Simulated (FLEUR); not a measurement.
**ZrC: equation of state with SCAN**

The system is ZrC.

```
Zr C
1.0
     0.00000    2.36500    2.36500
     2.36500    0.00000    2.36500
     2.36500    2.36500    0.00000
Zr C
1 1
Direct
  0.50000 0.50000 0.50000
  0.00000 0.00000 0.00000
```

```
Program             : FLEUR MaX-R8.1 (later development tree)
Task                : equation of state
Functional          : SCAN
Potentials or basis : all-electron
Basis               : FLAPW
Kmax                : 4.56 1/bohr
k mesh              : 10 × 10 × 10
Occupations         : fermi-dirac, width 0.05 eV
Spin                : no spin polarisation
```

```
Equilibrium volume : 13.01 Å³/atom
Bulk modulus       : 232 GPa
```

Energy against volume, from the lowest point:
| volume (Å³/atom) | energy (meV/atom) |
| --- | --- |
| 12.434 | 17.76 |
| 12.699 | 3.10 |
| 13.228 | 0.00 |
| 13.757 | 25.04 |
| 14.022 | 46.76 |

Caveat: the meta-GGA is that of a development version, with a GGA for the radial functions and cores and without core tails.
